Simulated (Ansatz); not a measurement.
# Zr7O16: the cost of one run

Computed with Ansatz 0.2.0 (DFT PBE, scalar-relativistic, plane waves, PAW, unless a step's input says otherwise).

1 further run of the same task is left out (set aside as unsound or not needed).

### Step 1. The system as given

Symmetry: Fm-3m, No. 225, cubic system. Conventional cell: a = 5.116 Å, b = 5.116 Å, c = 5.116 Å, α = 90.00°, β = 90.00°, γ = 90.00°. Around Zr (site symmetry m-3m) lie 8 O at 2.22 Å. O (site symmetry -43m) has 4 Zr at 2.22 Å as nearest neighbours.

As a file:

```cif
data_structure
_symmetry_space_group_name_H-M 'Fm-3m'
_symmetry_Int_Tables_number 225
_cell_length_a 5.1158
_cell_length_b 5.1158
_cell_length_c 5.1158
_cell_angle_alpha 90.000
_cell_angle_beta 90.000
_cell_angle_gamma 90.000
_cell_volume 133.89
loop_
_atom_site_label
_atom_site_type_symbol
_atom_site_symmetry_multiplicity
_atom_site_Wyckoff_symbol
_atom_site_fract_x
_atom_site_fract_y
_atom_site_fract_z
_atom_site_occupancy
Zr1 Zr 4 a 0.00000 0.00000 0.00000 1
O1 O 8 c 0.25000 0.75000 0.75000 1
```

It is the result of an earlier relaxation at this level (volume 11.16 Å³/atom; gap on the mesh: 3.32 eV).

Its energy, with the smearing taken to zero, is -5323.8204 eV for the 3-atom cell on a 8×8×8 mesh; differences below count from it.

### Step 2. Next cell: 1 of 8 Zr atoms taken out at random

From a supercell with 8 Zr sites, 1 are emptied at random; the cell stays neutral and all atoms are shaken by 0.02 Å.

The cell holds 7 Zr, 16 O: a = 7.235 Å, b = 7.235 Å, c = 7.235 Å, α = 60.00°, β = 60.00°, γ = 60.00°.

### Step 3. Relaxing on a coarse mesh

A cheap relaxation: coarse mesh, no symmetry, loose thresholds.

input.yaml

```yaml
crystal:
  lattice:
    - [0.0, 5.1157964025, 5.1157964025]
    - [5.1157964025, 0.0, 5.1157964025]
    - [5.1157964025, 5.1157964025, 0.0]
  atoms:
    - { symbol: Zr, position: [0.0021578087, 0.4959772212, 0.4939169979] }
    - { symbol: Zr, position: [0.9990036077, 0.5027312214, 0.9961888666] }
    - { symbol: Zr, position: [0.9989345086, 0.99495828, 0.9997996343] }
    - { symbol: Zr, position: [0.4948565867, 0.5066315141, 0.503536247] }
    - { symbol: Zr, position: [0.5000450609, 0.5021038888, 0.999165225] }
    - { symbol: Zr, position: [0.498184088, 0.0009036222, 0.5005605094] }
    - { symbol: Zr, position: [0.5000510555, 0.0013178662, 0.9907990841] }
    - { symbol: O, position: [0.1235463026, 0.1261651622, 0.1267775048] }
    - { symbol: O, position: [0.1212724814, 0.1208120062, 0.6341513875] }
    - { symbol: O, position: [0.1242678315, 0.6241845909, 0.1290257499] }
    - { symbol: O, position: [0.1240867568, 0.6275776355, 0.6224251082] }
    - { symbol: O, position: [0.6279293961, 0.1242980715, 0.1208334428] }
    - { symbol: O, position: [0.6200919781, 0.1301579431, 0.6269722503] }
    - { symbol: O, position: [0.6227651973, 0.6302844013, 0.12584849] }
    - { symbol: O, position: [0.6215990822, 0.6210502185, 0.6292373008] }
    - { symbol: O, position: [0.3753306779, 0.377884528, 0.3733915535] }
    - { symbol: O, position: [0.3752256715, 0.3765965986, 0.8725726372] }
    - { symbol: O, position: [0.3680570478, 0.875012488, 0.3808882618] }
    - { symbol: O, position: [0.372482346, 0.8754794025, 0.8771687123] }
    - { symbol: O, position: [0.8708291614, 0.3796687488, 0.3728945643] }
    - { symbol: O, position: [0.870271454, 0.3767370293, 0.8786857954] }
    - { symbol: O, position: [0.8673248632, 0.873853627, 0.3740475174] }
    - { symbol: O, position: [0.8760781445, 0.8765320799, 0.8763110296] }
  symmetry: { detect: false }
basis:
  ecutwfc: 420
kpoints:
  mp_grid: { grid: [2, 2, 2], shift: [0.5, 0.5, 0.5] }
hamiltonian:
  xc: pbe
scf:
  occupations: { method: gaussian, width: 0.1 }
  lower_state_search: "off"
output:
  forces: true
  stress: true
  eigenvalues: true
relax:
  adjacent_minimum: "off"
  f_tol: 0.04
  max_steps: 50
  cell: { stress_tol: 0.3 }
```

Command:

```bash
$ ansatz run input.yaml --threads 4 --pin off --max-ram 9216MiB --backend cpu --events-out ev --progress --plain --runs-dir out
```

What time and memory should one allow on 4 threads of Intel Xeon Platinum 8259CL at 2.50GHz (Skylake/Cascade Lake), shared host?

About 3.6 min, with a peak of 1 GiB.
